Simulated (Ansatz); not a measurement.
# Electron scattering at the Σ3 (111) boundary in fcc Pt with Pd (substitutional)

How much does the Σ3 (111) boundary in fcc Pt with Pd (substitutional) reflect electrons?

Program: Ansatz 0.2.0. Level of theory: Ansatz plane-wave DFT, PBE, PAW files; relaxation of a bicrystal slab with its lowest layers held; PAW set soft_1, in the first sound run; inputs show where later runs differ. Results are calculated unless marked as measured.

**1. Set-up**

The cell holds 16 atoms: 15 Pt and 1 Pd. Cell: a = 5.546 Å, b = 2.773 Å, c = 26.850 Å, α = 90.0°, β = 90.0°, γ = 120.0°. It derives from Pt. built on the (1 1 1) plane; 2 overlapping atoms removed and the grains opened by 0 Å. Vacuum lies along c.

Coordinates:

```cif
data_structure
_symmetry_space_group_name_H-M 'P 1'
_symmetry_Int_Tables_number 1
_cell_length_a 5.5463
_cell_length_b 2.7731
_cell_length_c 26.8498
_cell_angle_alpha 90.000
_cell_angle_beta 90.000
_cell_angle_gamma 120.000
_cell_volume 357.64
loop_
_atom_site_label
_atom_site_type_symbol
_atom_site_fract_x
_atom_site_fract_y
_atom_site_fract_z
_atom_site_occupancy
Pt1 Pt 0.50000 0.00000 0.18622 1
Pt2 Pt 0.00000 0.00000 0.18622 1
Pt3 Pt 0.66667 0.66667 0.27055 1
Pt4 Pt 0.16667 0.66667 0.27055 1
Pt5 Pt 0.83333 0.33333 0.35488 1
Pt6 Pt 0.33333 0.33333 0.35488 1
Pd7 Pd 0.00000 0.00000 0.43921 1
Pt8 Pt 0.50000 0.00000 0.43921 1
Pt9 Pt 0.83333 0.33333 0.52354 1
Pt10 Pt 0.33333 0.33333 0.52354 1
Pt11 Pt 0.66667 0.66667 0.60787 1
Pt12 Pt 0.16667 0.66667 0.60787 1
Pt13 Pt 0.50000 0.00000 0.69220 1
Pt14 Pt 0.00000 0.00000 0.69220 1
Pt15 Pt 0.33333 0.33333 0.77653 1
Pt16 Pt 0.83333 0.33333 0.77653 1
```

**2. Relaxing the bicrystal**

The boundary is built by mirroring the lower grain in the boundary plane and removing any atoms that overlap; then the Pd is put in at the boundary. A thin bicrystal slab is relaxed first, with the lowest layers held and the upper grain free to shift and open.

input.yaml

```yaml
crystal:
  lattice:
    - [5.546262749, 0.0, 0.0]
    - [-1.3865656872, 2.4016022183, 0.0]
    - [0.0, 0.0, 26.8497659999]
  atoms:
    - { symbol: Pt, position: [0.5, 0.0, 0.1862213622] }
    - { symbol: Pt, position: [0.0, 0.0, 0.1862213622] }
    - { symbol: Pt, position: [0.6666666667, 0.6666666667, 0.2705517912] }
    - { symbol: Pt, position: [0.1666666667, 0.6666666667, 0.2705517912] }
    - { symbol: Pt, position: [0.8333333333, 0.3333333333, 0.3548822203] }
    - { symbol: Pt, position: [0.3333333333, 0.3333333333, 0.3548822203] }
    - { symbol: Pd, position: [0.0, 0.0, 0.4392126493] }
    - { symbol: Pt, position: [0.5, 0.0, 0.4392126493] }
    - { symbol: Pt, position: [0.8333333333, 0.3333333333, 0.5235430783] }
    - { symbol: Pt, position: [0.3333333333, 0.3333333333, 0.5235430783] }
    - { symbol: Pt, position: [0.6666666667, 0.6666666667, 0.6078735073] }
    - { symbol: Pt, position: [0.1666666667, 0.6666666667, 0.6078735073] }
    - { symbol: Pt, position: [0.5, 0.0, 0.6922039363] }
    - { symbol: Pt, position: [0.0, 0.0, 0.6922039363] }
    - { symbol: Pt, position: [0.3333333334, 0.3333333334, 0.7765343653] }
    - { symbol: Pt, position: [0.8333333334, 0.3333333334, 0.7765343653] }
kpoints:
  mp_grid: { grid: [10, 10, 1] }
hamiltonian:
  xc: pbe
  pseudopotentials: { kind: paw, azcp: { folder: soft_1 } }
scf:
  occupations: { method: fermi_dirac, width: 0.1 }
relax:
  f_tol: 0.03
  max_steps: 80
  constraints: [{ sites: [0, 1, 2, 3] }]
```

Run with:

```console
> ansatz run input.yaml --threads 4 --pin off --max-ram 15360MiB --backend cpu --events-out ev --progress --plain --runs-dir out
```

Numbers of over 12 decimals in the logs are rounded to 6 here.

The program printed:

```text
Engine: ansatz 0.2.0, aarch64-unknown-linux-gnu
Pseudopotentials: kind: paw
Pseudopotential: Pt, paw, valence charge 18, recommended cutoff 420 eV (normal), soft_1/Pt.paw.azcp
Pseudopotential: Pd, paw, valence charge 18, recommended cutoff 420 eV (normal), soft_1/Pd.paw.azcp
Functional definition: PBE
  parameter kappa = 0.804
  parameter beta = 0.066725
  exchange = pbe_x(kappa = kappa, mu = beta*pi^2/3)
  correlation = pbe_c(beta = beta)
Crystal: 16 atoms, lattice volume = 357.637 Å³
Basis set: ecut = 420 eV, 6997 PW (Γ), exchange–correlation on 80×40×360 points (8 copies of the dense FFT grid, shifted against one another)
Bands: 173, of which v1, the nominal top of the filled ones, is band 144 counted from 1 (143 counted from 0)
Symmetry: 2 space group operations
Space group: Pm (ITA 6), of the structure as read, at distance tolerance 7.1e-5 Å
k-points: 36 of 100 (time reversal used)
Non-local potential: Pt, projectors of the file, l = 0: 3, l = 1: 2, l = 2: 2, l = 3: 1
Non-local potential: Pd, projectors of the file, l = 0: 2, l = 1: 2, l = 2: 2, l = 3: 1
PAW form: soft (Blöchl's): semilocal exchange-correlation on the pseudo side does not see the compensation charge
PAW one-centre angular grid: Pt, 590 points (default); XC on 64 Gauss nodes
PAW one-centre angular grid: Pd, 590 points (default); XC on 64 Gauss nodes
Initial density: superposition of atomic densities (neutral atoms: chi_scale 0, normalization atom)
Initial wavefunctions: pseudopotential atomic-orbital guess
Functional: x = pbe(κ = 0.804, μ = 0.219515), c = pbe(β = 0.066725)
SCF iter   1: F=—  HF=-194850.861934 eV  |F-HF|=—  |Δ(HF+E_count)|=         —  Δρ=1.30e-1  dr2=2.91e2  ethr=3.10e-3  ⟨swp⟩=6.1  Hψ=22775  notcnv=0  defer=147
preconditioner: auto → LDOS  [metal: Δε(μ)=0.005 eV  Ē_g=7.882 eV  σ=0.100 eV  W_gap=0.01  n_scr=100 (ndim 8)  ℏωp=24.8 eV  f_vac=0.295  D(μ)=21.67/eV (n_scr^D=222)  β→1.0]
SCF iter   2: F=—  HF=-194847.214553 eV  |F-HF|=—  |Δ(HF+E_count)|=    3.65e0  Δρ=7.68e-2  dr2=2.81e1  ethr=3.10e-3  ⟨swp⟩=3.0  Hψ=15959  notcnv=0  defer=429
SCF iter   3: F=—  HF=-194841.836128 eV  |F-HF|=—  |Δ(HF+E_count)|=    5.38e0  Δρ=1.67e-2  dr2=3.98e0  ethr=3.10e-3  ⟨swp⟩=2.1  Hψ=12371  notcnv=0  defer=487
SCF iter   4: F=—  HF=-194841.413470 eV  |F-HF|=—  |Δ(HF+E_count)|=   4.23e-1  Δρ=5.02e-3  dr2=4.87e-1  ethr=1.38e-3  ⟨swp⟩=2.2  Hψ=10018  notcnv=0  defer=467
SCF iter   5: F=—  HF=-194841.407496 eV  |F-HF|=—  |Δ(HF+E_count)|=   5.97e-3  Δρ=2.78e-3  dr2=1.46e-1  ethr=1.69e-4  ⟨swp⟩=2.0  Hψ=8366  notcnv=0  defer=467
SCF iter   6: F=—  HF=-194841.400355 eV  |F-HF|=—  |Δ(HF+E_count)|=   7.14e-3  Δρ=1.41e-3  dr2=3.45e-2  ethr=5.07e-5  ⟨swp⟩=2.0  Hψ=7986  notcnv=0  defer=467
SCF iter   7: F=—  HF=-194841.399291 eV  |F-HF|=—  |Δ(HF+E_count)|=   1.06e-3  Δρ=6.42e-4  dr2=6.70e-3  ethr=1.20e-5  ⟨swp⟩=1.8  Hψ=6615  notcnv=0  defer=467
SCF iter   8: F=—  HF=-194841.398844 eV  |F-HF|=—  |Δ(HF+E_count)|=   4.47e-4  Δρ=2.90e-4  dr2=8.61e-4  ethr=2.33e-6  ⟨swp⟩=1.8  Hψ=7868  notcnv=0  defer=467
SCF iter   9: F=—  HF=-194841.398814 eV  |F-HF|=—  |Δ(HF+E_count)|=   2.99e-5  Δρ=7.73e-5  dr2=1.05e-4  ethr=2.99e-7  ⟨swp⟩=1.8  Hψ=7325  notcnv=0  defer=463
SCF iter  10: F=-194841.398793 eV  HF=-194841.398814 eV  |F-HF|=2.01e-5  |Δ(HF+E_count)|=   8.71e-7  Δρ=4.14e-5  dr2=2.16e-5  ethr=7.81e-9  ⟨swp⟩=3.7  Hψ=22929  notcnv=0
SCF 1 converged in 10 iterations: F = -194841.398793 eV  dr2 = 2.16e-5
  greatest PAW one-centre occupation: 1.000 electrons in one spin orbital (limit 2), on the Pt atom at site 11 (counted from 0), in its partial waves of l = 0
relax step   1: F+E_penalty+E_count = -194841.39879347 eV  Δ(F+E_penalty+E_count) = +0.000e0 eV  max|allowed force component| = 5.499e-1 eV/Å  Δτ_max = 0.0000 Å  (10 SCF iters, dr2 threshold 2.25e-5 eV, accepted)
Initial density: handed on by an earlier stage of this run
Initial wavefunctions: those handed on with the density
iter 1 solved again at ethr=7.40e-4 eV; its pass at ethr=3.10e-3 eV (dr2=2.13e0 eV) is discarded
SCF iter   1: F=—  HF=-194841.559359 eV  |F-HF|=—  |Δ(HF+E_count)|=         —  Δρ=1.04e-2  dr2=2.20e0  ethr=7.40e-4  ⟨swp⟩=1.5  Hψ=22091  notcnv=0  defer=423
preconditioner: auto → LDOS  [metal: Δε(μ)=0.002 eV  Ē_g=7.910 eV  σ=0.100 eV  W_gap=0.00  n_scr=100 (ndim 8)  ℏωp=24.8 eV  f_vac=0.287  D(μ)=28.27/eV (n_scr^D=334)  β→1.0]
SCF iter   2: F=—  HF=-194841.536630 eV  |F-HF|=—  |Δ(HF+E_count)|=   2.27e-2  Δρ=5.01e-3  dr2=3.12e-1  ethr=7.40e-4  ⟨swp⟩=2.0  Hψ=9642  notcnv=0  defer=423
SCF iter   3: F=—  HF=-194841.495968 eV  |F-HF|=—  |Δ(HF+E_count)|=   4.07e-2  Δρ=2.36e-3  dr2=7.53e-2  ethr=1.08e-4  ⟨swp⟩=2.9  Hψ=9990  notcnv=0  defer=423
SCF iter   4: F=—  HF=-194841.486483 eV  |F-HF|=—  |Δ(HF+E_count)|=   9.48e-3  Δρ=5.96e-4  dr2=2.97e-3  ethr=2.61e-5  ⟨swp⟩=2.8  Hψ=9288  notcnv=0  defer=423
SCF iter   5: F=—  HF=-194841.485840 eV  |F-HF|=—  |Δ(HF+E_count)|=   6.43e-4  Δρ=2.05e-4  dr2=1.30e-3  ethr=1.03e-6  ⟨swp⟩=2.4  Hψ=9852  notcnv=0  defer=441
SCF iter   6: F=—  HF=-194841.485816 eV  |F-HF|=—  |Δ(HF+E_count)|=   2.41e-5  Δρ=1.39e-4  dr2=3.65e-4  ethr=4.51e-7  ⟨swp⟩=1.7  Hψ=6552  notcnv=0  defer=441
SCF iter   7: F=—  HF=-194841.485804 eV  |F-HF|=—  |Δ(HF+E_count)|=   1.16e-5  Δρ=5.12e-5  dr2=4.68e-5  ethr=1.27e-7  ⟨swp⟩=1.6  Hψ=6861  notcnv=0  defer=441
SCF iter   8: F=-194841.485797 eV  HF=-194841.485803 eV  |F-HF|=5.16e-6  |Δ(HF+E_count)|=   1.36e-6  Δρ=1.88e-5  dr2=5.63e-6  ethr=6.56e-9  ⟨swp⟩=4.3  Hψ=18693  notcnv=0
SCF 2 converged in 8 iterations: F = -194841.485797 eV  dr2 = 5.63e-6
  greatest PAW one-centre occupation: 1.000 electrons in one spin orbital (limit 2), on the Pt atom at site 5 (counted from 0), in its partial waves of l = 0
relax step   2: F+E_penalty+E_count = -194841.48579744 eV  Δ(F+E_penalty+E_count) = -8.700e-2 eV  max|allowed force component| = 3.493e-1 eV/Å  Δτ_max = 0.1946 Å  (8 SCF iters, dr2 threshold 1.89e-5 eV, accepted)
iter 1 solved again at ethr=6.69e-4 eV; its pass at ethr=3.10e-3 eV (dr2=1.93e0 eV) is discarded
SCF iter   1: F=—  HF=-194841.682893 eV  |F-HF|=—  |Δ(HF+E_count)|=         —  Δρ=1.51e-2  dr2=1.93e0  ethr=6.69e-4  ⟨swp⟩=1.1  Hψ=23899  notcnv=0  defer=383
preconditioner: auto → LDOS  [metal: Δε(μ)=0.001 eV  Ē_g=7.858 eV  σ=0.100 eV  W_gap=0.00  n_scr=100 (ndim 8)  ℏωp=24.8 eV  f_vac=0.282  D(μ)=28.57/eV (n_scr^D=338)  β→1.0]
SCF iter   2: F=—  HF=-194841.626166 eV  |F-HF|=—  |Δ(HF+E_count)|=   5.67e-2  Δρ=6.50e-3  dr2=3.22e-1  ethr=6.69e-4  ⟨swp⟩=2.2  Hψ=9344  notcnv=0  defer=383
SCF iter   3: F=—  HF=-194841.557101 eV  |F-HF|=—  |Δ(HF+E_count)|=   6.91e-2  Δρ=2.35e-3  dr2=4.50e-2  ethr=1.12e-4  ⟨swp⟩=2.8  Hψ=11458  notcnv=0  defer=383
SCF iter   4: F=—  HF=-194841.549438 eV  |F-HF|=—  |Δ(HF+E_count)|=   7.66e-3  Δρ=5.81e-4  dr2=6.14e-3  ethr=1.56e-5  ⟨swp⟩=2.8  Hψ=10185  notcnv=0  defer=383
SCF iter   5: F=—  HF=-194841.548738 eV  |F-HF|=—  |Δ(HF+E_count)|=   7.00e-4  Δρ=2.15e-4  dr2=8.70e-4  ethr=2.13e-6  ⟨swp⟩=2.0  Hψ=8932  notcnv=0  defer=454
SCF iter   6: F=—  HF=-194841.548705 eV  |F-HF|=—  |Δ(HF+E_count)|=   3.23e-5  Δρ=1.23e-4  dr2=2.09e-4  ethr=3.02e-7  ⟨swp⟩=2.1  Hψ=8955  notcnv=0  defer=454
SCF iter   7: F=—  HF=-194841.548699 eV  |F-HF|=—  |Δ(HF+E_count)|=   6.89e-6  Δρ=5.05e-5  dr2=3.67e-5  ethr=7.27e-8  ⟨swp⟩=1.9  Hψ=7075  notcnv=0  defer=454
SCF iter   8: F=-194841.548692 eV  HF=-194841.548697 eV  |F-HF|=5.78e-6  |Δ(HF+E_count)|=   1.21e-6  Δρ=2.35e-5  dr2=6.17e-6  ethr=2.65e-9  ⟨swp⟩=4.5  Hψ=19380  notcnv=0
SCF 3 converged in 8 iterations: F = -194841.548692 eV  dr2 = 6.17e-6
  greatest PAW one-centre occupation: 1.000 electrons in one spin orbital (limit 2), on the Pt atom at site 3 (counted from 0), in its partial waves of l = 0
relax step   3: F+E_penalty+E_count = -194841.54869152 eV  Δ(F+E_penalty+E_count) = -6.289e-2 eV  max|allowed force component| = 1.109e-1 eV/Å  Δτ_max = 0.1793 Å  (8 SCF iters, dr2 threshold 7.63e-6 eV, accepted)
[...]
relax step   4: F+E_penalty+E_count = -194841.55166224 eV  Δ(F+E_penalty+E_count) = -2.971e-3 eV  max|allowed force component| = 2.938e-2 eV/Å  Δτ_max = 0.0416 Å  (8 SCF iters, dr2 threshold 1.24e-6 eV, accepted)
iter 1 solved again at ethr=1.54e-10 eV; its pass at ethr=3.10e-3 eV (dr2=4.44e-7 eV) is discarded
SCF iter   1: F=—  HF=-194841.551617 eV  |F-HF|=—  |Δ(HF+E_count)|=         —  Δρ=6.50e-6  dr2=4.43e-7  ethr=1.54e-10  ⟨swp⟩=1.4  Hψ=14811  notcnv=0  defer=452
preconditioner: auto → LDOS  [metal: Δε(μ)=0.003 eV  Ē_g=7.857 eV  σ=0.100 eV  W_gap=0.01  n_scr=100 (ndim 8)  ℏωp=24.8 eV  f_vac=0.280  D(μ)=28.84/eV (n_scr^D=338)  β→1.0]
SCF iter   2: F=—  HF=-194841.551663 eV  |F-HF|=—  |Δ(HF+E_count)|=   4.59e-5  Δρ=4.36e-6  dr2=2.18e-7  ethr=1.54e-10  ⟨swp⟩=2.1  Hψ=8783  notcnv=0  defer=452
SCF iter   3: F=-194841.551663 eV  HF=-194841.551663 eV  |F-HF|=6.89e-8  |Δ(HF+E_count)|=   3.56e-8  Δρ=2.45e-6  dr2=8.25e-8  ethr=3.47e-11  ⟨swp⟩=3.0  Hψ=22711  notcnv=0
SCF 5 converged in 3 iterations: F = -194841.551663 eV  dr2 = 8.25e-8
relax step   5: F+E_penalty+E_count = -194841.55166257 eV  Δ(F+E_penalty+E_count) = -3.226e-7 eV  max|allowed force component| = 2.939e-2 eV/Å  Δτ_max = 0.0000 Å  (3 SCF iters, accepted)
SCF converged after 3 iterations
Free energy (F): -194841.551663 eV
Harris-Foulkes:  -194841.551663 eV  (|F-HF|=6.89e-8)
Internal energy: -194840.628903 eV  (E = F + TS)
E sigma→0 (E₀):  -194841.090283 eV
Entropy (-TS):   -0.922760 eV (-57.672 meV/atom)
Fermi energy:    13.688392 eV
--- Per-component energies (eV) ---
  E_band       = -4723.117007
  E_kinetic    = 9389.515646
  E_local      = -269620.306671  (includes V_loc(G=0)·N_el)
  E_nonlocal   = 3427.966888
  E_hartree    = 130751.772792
  E_xc         = -3616.512201
  E_vxc        = -4236.308171  (∫ρ·V_xc dr)
  E_paw        = -146067.451091  (= ΣΔE_a)
  E_vpaw       = -5187.523081  (= ΣTr[D̂ρ^β])
  E_aug_tail   = 0.017486  (compensation charges beyond the density's cutoff)
  E_ewald      = 80894.368248
  E_smearing   = -0.922760  (= −TS)
  E_closure    = -0.000000  (closes the sum)
  Σ components = -194841.551663   (vs F -194841.551663, Δ=0.00e0)
--- Forces (eV/Å), atoms counted from 1 ---
  atom   1  Pt    -0.00594649    -0.00343321    -0.51593869
  atom   2  Pt     0.01145265     0.00661219    -0.52750153
  atom   3  Pt    -0.00479955    -0.00277102     0.45834028
  atom   4  Pt    -0.00042781    -0.00024699     0.61788172
  atom   5  Pt    -0.00830200    -0.00479316    -0.02938680
  atom   6  Pt     0.00822266     0.00474735    -0.02051971
  atom   7  Pd    -0.00042324    -0.00024436    -0.00225218
  atom   8  Pt    -0.00099429    -0.00057405    -0.00609055
  atom   9  Pt    -0.00659834    -0.00380955     0.02496761
  atom  10  Pt     0.00564794     0.00326084     0.01755806
  atom  11  Pt     0.00136185     0.00078626    -0.00225232
  atom  12  Pt    -0.00071352    -0.00041195    -0.00636903
  atom  13  Pt     0.00062173     0.00035896    -0.00427068
  atom  14  Pt    -0.00022054    -0.00012733    -0.00505922
  atom  15  Pt     0.00088494     0.00051092     0.00173874
  atom  16  Pt     0.00022709     0.00013111    -0.00075094
  max |Σ_I F_I| component: 9.48e-5 eV/Å
--- Relaxed structure (5 steps of the walk, 5 accepted, 0 SCFs on fresh bases) ---
  F+E_penalty+E_count = -194841.55166257 eV   max|allowed force component| = 2.939e-2 eV/Å
  atoms:
    - { symbol: Pt, position: [0.500000, 0.0, 0.186221] }
    - { symbol: Pt, position: [0.0, 0.0, 0.186221] }
    - { symbol: Pt, position: [0.6666666667, 0.6666666667, 0.2705517912] }
    - { symbol: Pt, position: [0.1666666667, 0.666667, 0.2705517912] }
    - { symbol: Pt, position: [0.832482, 0.332482, 0.356903] }
    - { symbol: Pt, position: [0.332376, 0.332376, 0.357161] }
    - { symbol: Pd, position: [-0.00168644, -0.00168644, 0.443658] }
    - { symbol: Pt, position: [0.499144, -0.000855818, 0.443646] }
    - { symbol: Pt, position: [0.832521, 0.332521, 0.530560] }
    - { symbol: Pt, position: [0.332859, 0.332859, 0.530142] }
    - { symbol: Pt, position: [0.667135, 0.667135, 0.617264] }
    - { symbol: Pt, position: [0.167374, 0.667374, 0.616608] }
    - { symbol: Pt, position: [0.501104, 0.00110364, 0.703360] }
    - { symbol: Pt, position: [0.00124117, 0.00124117, 0.703277] }
    - { symbol: Pt, position: [0.334578, 0.334578, 0.790563] }
    - { symbol: Pt, position: [0.834742, 0.334742, 0.790740] }
```

It took 4.9 min on 4 threads of Arm Neoverse V1, shared host; peak memory 2.4 GiB.

The steps of the relaxation:

```
step  energy less that of the first step (eV)  largest force component (eV/Å)
   1                                   0.0000                          0.5499
   2                                  -0.0870                          0.3493
   3                                  -0.1499                          0.1109
   4                                  -0.1529                          0.0294
   5                                  -0.1529                          0.0294
```

The run keeps the 2 symmetry operations that it works with, so distortions that break them were not tested.

The atoms that moved most (Å):

| atom | dx | dy | dz | length |
| --- | --- | --- | --- | --- |
| Pt16 | 0.006 | 0.003 | 0.381 | 0.381 |
| Pt15 | 0.005 | 0.003 | 0.377 | 0.377 |
| Pt13 | 0.005 | 0.003 | 0.300 | 0.300 |
| Pt14 | 0.005 | 0.003 | 0.297 | 0.297 |
| Pt11 | 0.002 | 0.001 | 0.252 | 0.252 |
| Pt12 | 0.003 | 0.002 | 0.235 | 0.235 |
| Pt9 | -0.003 | -0.002 | 0.188 | 0.188 |
| Pt10 | -0.002 | -0.001 | 0.177 | 0.177 |

Numbers from this step:

* free energy: -194841.5517 eV
* energy at zero smearing: -194841.0903 eV
* Fermi energy: 13.69 eV

The largest force component on a free atom ends at 0.029 eV/Å, under the tolerance of 0.03, after 5 steps.

[end of part 1 of 2]

[Logs are printed without paths, hosts, clocks, repeated set-up lines and the standing remarks that a program may print on its own settings, such as how far it seeks lower states.]

[Hosts, paths, dates, database ids (printed as entryN), source tags and the programs' standing remarks are cut or masked in the printed files.]
